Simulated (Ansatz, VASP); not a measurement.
# KCl in VASP and in Ansatz

POSCAR

```
KCl
1.0
    0.0838626217      3.2287109339      3.2287109339
    3.2287109339      0.0838626217      3.2287109339
    3.2287109339      3.2287109339      0.0838626217
K Cl
1 1
Direct
    0.0000000000      0.0000000000      0.0000000000
    0.5000000000      0.5000000000      0.5000000000
```

Contents of INCAR.step1:

```
SYSTEM = KCl
ALGO = Normal
EDIFF = 1E-5
ENCUT = 520
GGA = PE
ISIF = 2
ISMEAR = 0
LASPH = .True.
LCHARG = .False.
LREAL = .False.
LWAVE = .True.
NBANDS = 15
NELM = 60
PREC = Accurate
SIGMA = 0.01
```

Contents of INCAR.step2:

```
SYSTEM = KCl
ALGO = Normal
EDIFF = 1E-6
ENCUT = 520
GGA = PE
HFSCREEN = 0.2079
ISIF = 2
ISMEAR = 0
ISTART = 1
LASPH = .True.
LCHARG = .False.
LHFCALC = .True.
LREAL = .False.
LWAVE = .False.
NBANDS = 15
NELM = 60
PREC = Accurate
PRECFOCK = Normal
SIGMA = 0.01
```

File KPOINTS:

```
k-points
0
Gamma
  6 6 6
  0 0 0
```

Input for Ansatz:

```yaml
crystal:
  lattice:
    - [0.0838626217, 3.2287109339, 3.2287109339]
    - [3.2287109339, 0.0838626217, 3.2287109339]
    - [3.2287109339, 3.2287109339, 0.0838626217]
  atoms:
    - { symbol: K, position: [0.0, 0.0, 0.0] }
    - { symbol: Cl, position: [0.5, 0.5, 0.5] }
kpoints:
  mp_grid: { grid: [6, 6, 6] }
  band_path:
    path:
      - [0.0, 0.0, 0.0]
      - [0.5, 0.0, 0.5]
      - [0.625, 0.25, 0.625]
      - [0.375, 0.375, 0.75]
      - [0.5, 0.5, 0.5]
      - [0.5, 0.25, 0.75]
    npoints: 1
hamiltonian:
  xc: hse06
scf:
  occupations: { method: fixed }
  n_extra_bands: 4
output:
  forces: true
  stress: true
  eigenvalues: true
```

Change from the starting cell: shear_111 strain +4.0%.

Alike in both runs: task single point; functional HSE06; k mesh 6 × 6 × 6; no spin polarisation.

|  | VASP | Ansatz |
| --- | --- | --- |
| version | VASP 6.6.1 | Ansatz 0.2.0 |
| potentials or method | VASP PAW PBE potentials, release 64 (K_sv, Cl) | plane waves, PAW |
| plane-wave cutoff (eV) | 520 | 420 |
| occupations | gaussian, width 0.01 eV | fixed |
| valence electrons in the cell | 16 | 16 |

Ansatz gave:

```
gap on the k mesh at the Fermi level (eV)       : 6.33
pressure (GPa)                                  : -0.2
largest component of the traceless stress (GPa) : 0.19
```

Question: Which values does VASP return?

Answer: gap on the k mesh at the Fermi level (eV): 6.32; pressure (GPa): -0.2; largest component of the traceless stress (GPa): 0.19.

Ansatz warned: «stress_exchange_threshold_loose».

Caveats: the PAW data sets were made with another functional, which shifts forces and pressure a little (VASP).
